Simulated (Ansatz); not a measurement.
Crystal: Yb.

```
CELL_PARAMETERS angstrom
3.87990 0.00000 0.00000
-1.93995 3.36009 0.00000
0.00000 0.00000 6.38590
ATOMIC_POSITIONS crystal
Yb 0.66667 0.33333 0.75000
Yb 0.33333 0.66667 0.25000
```

This isn't the form of Yb at room conditions, which is fcc.

Base run:

```yaml
Program: Ansatz 0.2.0
Functional: PBEsol
Potentials_or_basis: all-electron LAPW, scalar-relativistic
Cutoff: 171 eV (chosen from the basis error)
Basis_error_allowed: 0.001 eV/atom
k_mesh: 8 × 8 × 4
Occupations: fermi-dirac, width 0.05 eV
Spin: collinear spin, ferromagnetic start
Starting_moments: "[1.0, 1.0] μB"
```

Its results: band gap on the k mesh none (metal or under the smearing width); pressure -3.3 GPa; net moment 0.00 μB per cell.

**Question.** The run is repeated on the same cell with these changes: hubbard terms from none to Yb f U = 8 eV. What comes out?

**Answer.** Band gap on the k mesh none (metal or under the smearing width); pressure -1.1 GPa; net moment 0.00 μB per cell.

Caveats: an open f shell can end in a state above the lowest; spin-orbit coupling is left out, which moves the levels of the heavy elements; the starting moments weren't kept (some runs); the magnetic state may not be the lowest (some runs); the program listed the state as in doubt (some runs); U is the effective U less J, on atomic orbitals that reach past the spheres (some runs).
